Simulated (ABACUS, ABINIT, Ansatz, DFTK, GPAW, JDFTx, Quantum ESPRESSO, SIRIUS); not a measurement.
## HfC: programs and potentials compared

```
Hf C
1.0
     0.00000    2.32500    2.32500
     2.32500    0.00000    2.32500
     2.32500    2.32500    0.00000
Hf C
1 1
Direct
  0.50000 0.50000 0.50000
  0.00000 0.00000 0.00000
```

Alike in all runs: task single point; functional PBEsol; k mesh 10 × 10 × 10; occupations fermi-dirac, width 0.05 eV; no spin polarisation; no spin-orbit coupling. Pressure is positive in compression and, in plane waves, holds the error of the finite cutoff.

```tsv
program and potentials	plane-wave cutoff (eV)	notes	band gap (eV)	pressure (GPa)
DFTK, PseudoDojo SR PBEsol 0.4.1 standard (PBEsol)	1116	-	no gap	-6.22
ABACUS, PseudoDojo NC SR 0.4.1 PBEsol standard, plane waves	1116	-	?	?
ABINIT, PseudoDojo NC SR PBEsol v0.4.1 standard	1116	-	no gap	-6.22
Quantum ESPRESSO, GBRV 1.5 PBEsol	612	-	no gap	-6.29
GPAW, PAW data sets generated for this functional	800	-	no gap	-5.31
JDFTx, PseudoDojo-SR-PBEsol-0.4.1-standard with smoothed tails	1116	-	no gap	-6.21
SIRIUS, PseudoDojo 0.4.1 PBEsol standard (scalar relativistic)	1127	-	no gap	-6.22
Ansatz, all-electron LAPW, scalar-relativistic	-	-	no gap	-6.48
```

Task: Estimate from the other rows what the run with ABACUS, PseudoDojo NC SR 0.4.1 PBEsol standard, plane waves gave.

Result: No band gap; pressure -6.23 GPa. The other rows, which needn't bracket it: pressure -6.48 to -5.31.
